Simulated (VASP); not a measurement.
# AlRu (Pm-3m) in VASP: a series of runs

The runs below take AlRu through relaxation of cell and atoms, with r2SCAN, r2SCAN+rVV10.

Program: VASP 6.6.1. These are calculated values, not measurements. Logs are shortened: lines on timing, memory, paths and dates and some standing lists are left out, and cuts for length are marked.

### Step 1. Starting point

Symmetry: Pm-3m, No. 221, cubic system. The conventional cell has a = 2.982 Å, b = 2.982 Å, c = 2.982 Å, α = 90.00°, β = 90.00°, γ = 90.00°. Al (site symmetry m-3m) has 8 Ru at 2.58 Å as nearest neighbours. Around Ru (site symmetry m-3m) lie 8 Al at 2.58 Å.

The cell comes from a database or a generator and needn't be the stable form of this composition.

### Step 2. Relaxation of cell and atoms, r2SCAN

The input, INCAR:

```
ALGO = Normal ; EDIFF = 1E-7
EDIFFG = -0.005 ; ENCUT = 600
IBRION = 2 ; ISIF = 3
ISMEAR = 0 ; LASPH = T
LCHARG = F ; LMIXTAU = T
LREAL = F ; LWAVE = F
METAGGA = R2SCAN ; NELM = 100
NSW = 90 ; PREC = Accurate
SIGMA = 0.1
```

The input, KPOINTS:

```
k-points
0
Gamma
  14 14 14
```

The input, POSCAR:

```
AlRu
1.0
    2.9824954400      0.0000000000      0.0000000000
    0.0000000000      2.9824954400      0.0000000000
    0.0000000000      0.0000000000      2.9824954400
Al Ru
1 1
Direct
    0.0000000000      0.0000000000      0.0000000000
    0.5000000000      0.5000000000      0.5000000000
```

Potentials or basis: VASP PAW PBE potentials, release 64 (Al, Ru_pv).

The run is started by

```sh
$ cat potpaw_PBE.64/Al/POTCAR potpaw_PBE.64/Ru_pv/POTCAR > POTCAR
$ mpirun -np 1 vasp_std > vasp.out
```

OUTCAR:

```text
EDIFF = 1E-7
   EDIFFG = -0.005
   ENCUT = 600
   IBRION = 2
   ISIF = 3
   ISMEAR = 0
   LASPH = T
   LREAL = F
   METAGGA = R2SCAN
   NELM = 100
   NSW = 90
   PREC = Accurate

 ion  position               nearest neighbor table
   1  0.000  0.000  0.000-   2 2.58   2 2.58   2 2.58   2 2.58   2 2.58   2 2.58   2 2.58   2 2.58

   2  0.500  0.500  0.500-   1 2.58   1 2.58   1 2.58   1 2.58   1 2.58   1 2.58   1 2.58   1 2.58

  LATTYP: Found a simple cubic cell.
 ALAT       =     2.9824954400

  Lattice vectors:

 A1 = (   2.9824954400,   0.0000000000,   0.0000000000)
 A2 = (   0.0000000000,   2.9824954400,   0.0000000000)
 A3 = (   0.0000000000,   0.0000000000,   2.9824954400)

Analysis of symmetry for initial positions (statically):
=====================================================================
 Subroutine PRICEL returns:
 Original cell was already a primitive cell.

 Routine SETGRP: Setting up the symmetry group for a
 simple cubic supercell.

 Subroutine GETGRP returns: Found 48 space group operations
 (whereof 48 operations were pure point group operations)
 out of a pool of 48 trial point group operations.

The static configuration has the point symmetry O_h .

Analysis of symmetry for dynamics (positions and initial velocities):
=====================================================================
 Subroutine PRICEL returns:
 Original cell was already a primitive cell.

 Routine SETGRP: Setting up the symmetry group for a
 simple cubic supercell.

 Subroutine GETGRP returns: Found 48 space group operations
 (whereof 48 operations were pure point group operations)
 out of a pool of 48 trial point group operations.

The dynamic configuration has the point symmetry O_h .

 Subroutine INISYM returns: Found 48 space group operations
 (whereof 48 operations are pure point group operations),
 and found     1 'primitive' translations

----------------------------------------------------------------------------------------

                                     Primitive cell

  volume of cell :      26.5301

  direct lattice vectors                    reciprocal lattice vectors
     2.982495440  0.000000000  0.000000000     0.335289700  0.000000000  0.000000000
     0.000000000  2.982495440  0.000000000     0.000000000  0.335289700  0.000000000
     0.000000000  0.000000000  2.982495440     0.000000000  0.000000000  0.335289700

  length of vectors
     2.982495440  2.982495440  2.982495440     0.335289700  0.335289700  0.335289700

  position of ions in fractional coordinates (direct lattice)
     0.000000000  0.000000000  0.000000000
     0.500000000  0.500000000  0.500000000

[... 102 lines left out ...]
   LHFCALC =     F    Hartree Fock is set to
   AEXX    =    0.0000 exact exchange contribution
   IVDW    =     0    specifies the selected vdW correction
   LEPSILON=     F    determine dielectric tensor
   LRPA    =     F    only Hartree local field effects (RPA)
 conjugate gradient relaxation of ions
 non-spin polarized calculation
 Gauss-broadening in eV      SIGMA  =   0.10
  energy-cutoff  :      600.00
  volume of cell :       26.53
 maximum number of plane-waves:       912
 NGX is ok and might be reduce to    24

--------------------------------------- Ionic step        1  -------------------------------------------

 number of electron      16.9999996 magnetization

 Free energy of the ion-electron system (eV)
  ---------------------------------------------------
  ext. energy  EPLUGINS =         0.00000000
  ---------------------------------------------------
  free energy    TOTEN  =       -33.60679125 eV

  energy without entropy =      -33.59720117  energy(sigma->0) =      -33.60199621

------------------------ aborting loop because EDIFF is reached ----------------------------------------

  FORCE on cell =-STRESS in cart. coord.  units (eV):
  Direction    XX          YY          ZZ          XY          YZ          ZX
  --------------------------------------------------------------------------------------
  -------------------------------------------------------------------------------------
  Total        0.0289662      0.0289662      0.0289662      0.0000000      0.0000000     -0.0000000
  in kB        1.7492934      1.7492934      1.7492934      0.0000000      0.0000000     -0.0000000
  external PRESSURE =       1.7492934 kB  Pullay stress =       0.0000000 kB
[... 59 lines left out ...]
--------------------------------------- Ionic step        3  -------------------------------------------

 number of electron      16.9999996 magnetization

 Free energy of the ion-electron system (eV)
  ---------------------------------------------------
  ext. energy  EPLUGINS =         0.00000000
  ---------------------------------------------------
  free energy    TOTEN  =       -33.60680183 eV

  energy without entropy =      -33.59720442  energy(sigma->0) =      -33.60200312

 E-fermi :  10.6890     XC(G=0): -13.6630

 val. band max:       10.6889021317   @ k =   0.5000   0.3571   0.2857
 cond. band min:      10.7087475912   @ k =   0.0714   0.0714   0.0000
 fundamental gap:      0.0198454595
 Fermi energy:        10.6889999570

 k-point     1 :       0.0000    0.0000    0.0000
  band No.  band energies     occupation
      1     -32.3873      2.00000
      2     -32.3873      2.00000
      3     -32.3873      2.00000
      4       0.4630      2.00000
      5       6.9595      2.00000
      6       6.9595      2.00000
      7      10.8610      0.01500
      8      10.8610      0.01500
      9      10.8610      0.01500
     10      17.2430      0.00000
     11      17.2430      0.00000
     12      17.2430      0.00000
[... 331 lines left out ...]
 k-point    24 :       0.3571    0.2143    0.0000
  band No.  band energies     occupation
      1     -32.5703      2.00000
      2     -32.4607      2.00000
      3     -32.3623      2.00000
      4       3.5016      2.00000
      5       6.5464      2.00000
      6       8.0440      2.00000
      7       8.9881      2.00000
      8       9.4100      2.00000
      9      10.3061      2.00000
     10      13.5895      0.00000
     11      17.5117      0.00000
     12      20.0421      0.00000

 [... further k-points ...]

------------------------ aborting loop because EDIFF is reached ----------------------------------------

  FORCE on cell =-STRESS in cart. coord.  units (eV):
  Direction    XX          YY          ZZ          XY          YZ          ZX
  --------------------------------------------------------------------------------------
  -------------------------------------------------------------------------------------
  Total       -0.0003234     -0.0003234     -0.0003234     -0.0000000      0.0000000     -0.0000000
  in kB       -0.0195144     -0.0195144     -0.0195144     -0.0000000      0.0000000     -0.0000000
  external PRESSURE =      -0.0195144 kB  Pullay stress =       0.0000000 kB
[... 17 lines left out ...]
  FREE ENERGIE OF THE ION-ELECTRON SYSTEM (eV)
  ---------------------------------------------------
  free  energy   TOTEN  =       -33.6068018273 eV

  energy  without entropy=      -33.5972044153  energy(sigma->0) =      -33.60200312

 reached required accuracy - stopping structural energy minimisation
```

OSZICAR:

```text
N       E                     dE             d eps       ncg     rms          rms(c)
DAV:   1     0.109043658324E+03    0.10904E+03   -0.10643E+04  2928   0.153E+03
DAV:   2    -0.361122589954E+02   -0.14516E+03   -0.13962E+03  3044   0.388E+02
[... 30 lines left out ...]
DAV:   4    -0.336068002574E+02   -0.12019E-05   -0.20659E-05  3036   0.341E-02    0.447E-03
DAV:   5    -0.336067989398E+02    0.13176E-05   -0.73797E-06  2924   0.378E-02    0.412E-03
DAV:   6    -0.336068011535E+02   -0.22137E-05   -0.43411E-06  2924   0.259E-02    0.114E-03
DAV:   7    -0.336068017337E+02   -0.58018E-06   -0.21906E-07  3128   0.517E-03    0.122E-03
DAV:   8    -0.336068018662E+02   -0.13252E-06   -0.13552E-07  1592   0.513E-03    0.390E-04
DAV:   9    -0.336068018273E+02    0.38925E-07   -0.17974E-08  1476   0.181E-03
   3 F= -.33606802E+02 E0= -.33602003E+02  d E =-.105730E-04
```

CONTCAR:

```text
AlRu
   1.00000000000000
     2.9832460501002358    0.0000000000000000   -0.0000000000000000
     0.0000000000000000    2.9832460501002358    0.0000000000000000
    -0.0000000000000000    0.0000000000000000    2.9832460501002358
  Al              Ru
     1     1
Direct
     0.0000000000000000    0.0000000000000000    0.0000000000000000
     0.5000000000000000    0.5000000000000000    0.5000000000000000

  0.00000000E+00  0.00000000E+00  0.00000000E+00
  0.00000000E+00  0.00000000E+00  0.00000000E+00
```

It took 3.9 min on 1 thread of Intel Xeon Platinum 8259CL at 2.50GHz (Skylake/Cascade Lake), shared host; peak memory 0.18 GiB.

What came out:

```yaml
Free_energy: -33.6068 eV
Relaxed_volume: 13.28 Å³/atom
Relaxed_cell: a = 2.983 Å, b = 2.983 Å, c = 2.983 Å, α = 90.00°, β = 90.00°, γ = 90.00°
Space_group_after_relaxing_to_0.05_Å: Pm-3m (No. 221)
Energy_gained_by_relaxing: 0.0 meV/atom
Ionic_steps: 3
Pressure_after_relaxing: 0.0 GPa
Band_gap_on_the_k_mesh: none (metal or under the smearing width)
```

Final structure:
```
Al Ru
1.0
     2.98325    0.00000    0.00000
     0.00000    2.98325    0.00000
     0.00000    0.00000    2.98325
Al Ru
1 1
Direct
  0.00000 0.00000 0.00000
  0.50000 0.50000 0.50000
```

Levels at points of the mesh, in eV from the Fermi level:
```csv
k point,band 7,band 8,band 9,band 10,band 11,band 12
"(0.00, 0.00, 0.00)",0.17,0.17,0.17,6.55,6.55,6.55
"(0.50, 0.00, 0.00)",-1.71,-1.71,0.44,2.54,7.73,10.37
"(0.50, 0.50, 0.00)",-1.49,-1.26,-1.26,1.74,5.71,6.85
"(0.50, 0.50, 0.50)",1.84,1.84,3.25,4.34,4.34,4.34
```

Caveat: the PAW data sets were made with another functional, which shifts forces and pressure a little.

### Step 3. Relaxation of cell and atoms, r2SCAN+rVV10

The input, INCAR:

```
ALGO = Normal ; BPARAM = 11.95
CPARAM = 0.0093 ; EDIFF = 1E-7
EDIFFG = -0.005 ; ENCUT = 600
IBRION = 2 ; ISIF = 3
ISMEAR = 0 ; IVDW_NL = 2
LASPH = T ; LCHARG = F
LMIXTAU = T ; LREAL = F
LUSE_VDW = T ; LWAVE = F
METAGGA = R2SCAN ; NELM = 100
NSW = 90 ; PREC = Accurate
SIGMA = 0.1
```

KPOINTS is that of step 2.

POSCAR is that of step 2.

Potentials or basis: VASP PAW PBE potentials, release 64 (Al, Ru_pv).

The run is started by

```sh
$ cat potpaw_PBE.64/Al/POTCAR potpaw_PBE.64/Ru_pv/POTCAR > POTCAR
$ mpirun -np 1 vasp_std > vasp.out
```

OUTCAR:

```text
BPARAM = 11.95
   EDIFF = 1E-7
   EDIFFG = -0.005
   ENCUT = 600
   IBRION = 2
   ISIF = 3
   ISMEAR = 0
   IVDW_NL = 2
   LASPH = T
   LREAL = F
   METAGGA = R2SCAN
   NELM = 100
   NSW = 90
   PREC = Accurate

 ion  position               nearest neighbor table
   1  0.000  0.000  0.000-   2 2.58   2 2.58   2 2.58   2 2.58   2 2.58   2 2.58   2 2.58   2 2.58

   2  0.500  0.500  0.500-   1 2.58   1 2.58   1 2.58   1 2.58   1 2.58   1 2.58   1 2.58   1 2.58

  LATTYP: Found a simple cubic cell.
 ALAT       =     2.9824954400

  Lattice vectors:

 A1 = (   2.9824954400,   0.0000000000,   0.0000000000)
 A2 = (   0.0000000000,   2.9824954400,   0.0000000000)
 A3 = (   0.0000000000,   0.0000000000,   2.9824954400)

Analysis of symmetry for initial positions (statically):
=====================================================================
 Subroutine PRICEL returns:
 Original cell was already a primitive cell.

 Routine SETGRP: Setting up the symmetry group for a
 simple cubic supercell.

 Subroutine GETGRP returns: Found 48 space group operations
 (whereof 48 operations were pure point group operations)
 out of a pool of 48 trial point group operations.

The static configuration has the point symmetry O_h .

Analysis of symmetry for dynamics (positions and initial velocities):
[... 238 lines left out ...]
 Free energy of the ion-electron system (eV)
  ---------------------------------------------------
  ext. energy  EPLUGINS =         0.00000000
  ---------------------------------------------------
  free energy    TOTEN  =       -33.27601255 eV

  energy without entropy =      -33.26649289  energy(sigma->0) =      -33.27125272

 E-fermi :  10.7515     XC(G=0): -13.7105

 val. band max:       10.7482404568   @ k =   0.4286   0.3571   0.3571
 cond. band min:      10.7725666309   @ k =   0.5000   0.3571   0.3571
 fundamental gap:      0.0243261742
 Fermi energy:        10.7514905812

 k-point     1 :       0.0000    0.0000    0.0000
  band No.  band energies     occupation
      1     -32.3227      2.00000
      2     -32.3227      2.00000
      3     -32.3227      2.00000
      4       0.4840      2.00000
      5       6.9881      2.00000
      6       6.9881      2.00000
      7      10.9284      0.01235
      8      10.9284      0.01235
      9      10.9284      0.01235
     10      17.3235      0.00000
     11      17.3235      0.00000
     12      17.3235      0.00000
[... 331 lines left out ...]
 k-point    24 :       0.3571    0.2143    0.0000
  band No.  band energies     occupation
      1     -32.5095      2.00000
      2     -32.3976      2.00000
      3     -32.2972      2.00000
      4       3.5343      2.00000
      5       6.5811      2.00000
      6       8.0835      2.00000
      7       9.0371      2.00000
      8       9.4643      2.00000
      9      10.3676      2.00000
     10      13.6707      0.00000
     11      17.6050      0.00000
     12      20.1143      0.00000

 [... further k-points ...]

------------------------ aborting loop because EDIFF is reached ----------------------------------------

  FORCE on cell =-STRESS in cart. coord.  units (eV):
  Direction    XX          YY          ZZ          XY          YZ          ZX
  --------------------------------------------------------------------------------------
  -------------------------------------------------------------------------------------
  Total       -0.0022729     -0.0022729     -0.0022729      0.0000000     -0.0000000      0.0000000
  in kB       -0.1378729     -0.1378729     -0.1378729      0.0000000     -0.0000000      0.0000000
  external PRESSURE =      -0.1378729 kB  Pullay stress =       0.0000000 kB
[... 17 lines left out ...]
  FREE ENERGIE OF THE ION-ELECTRON SYSTEM (eV)
  ---------------------------------------------------
  free  energy   TOTEN  =       -33.2760125516 eV

  energy  without entropy=      -33.2664928868  energy(sigma->0) =      -33.27125272

 reached required accuracy - stopping structural energy minimisation
```

It took 4.3 min on 1 thread of Intel Xeon Platinum 8259CL at 2.50GHz (Skylake/Cascade Lake), shared host; peak memory 0.26 GiB.

What came out:

| Quantity | Value |
| --- | --- |
| Free energy | -33.2760 eV |
| Relaxed volume | 13.21 Å³/atom |
| Relaxed cell | a = 2.978 Å, b = 2.978 Å, c = 2.978 Å, α = 90.00°, β = 90.00°, γ = 90.00° |
| Space group after relaxing (to 0.05 Å) | Pm-3m (No. 221) |
| Energy gained by relaxing | 0.2 meV/atom |
| Ionic steps | 3 |
| Pressure after relaxing | 0.0 GPa |
| Band gap on the k mesh | none (metal or under the smearing width) |

The path:
| step | energy change (eV) | largest force (eV/Å) | pressure (GPa) | volume (Å³) |
| --- | --- | --- | --- | --- |
| 1 | 0.0000 | 0.0000 | -1.00 | 26.53 |
| 2 | 0.0007 | 0.0000 | 1.71 | 26.21 |
| 3 | -0.0004 | 0.0000 | -0.01 | 26.41 |

Final structure:
```
CELL_PARAMETERS angstrom
2.97809 0.00000 0.00000
0.00000 2.97809 0.00000
0.00000 0.00000 2.97809
ATOMIC_POSITIONS crystal
Al 0.00000 0.00000 0.00000
Ru 0.50000 0.50000 0.50000
```

Caveat: the PAW data sets were made with another functional, which shifts forces and pressure a little.
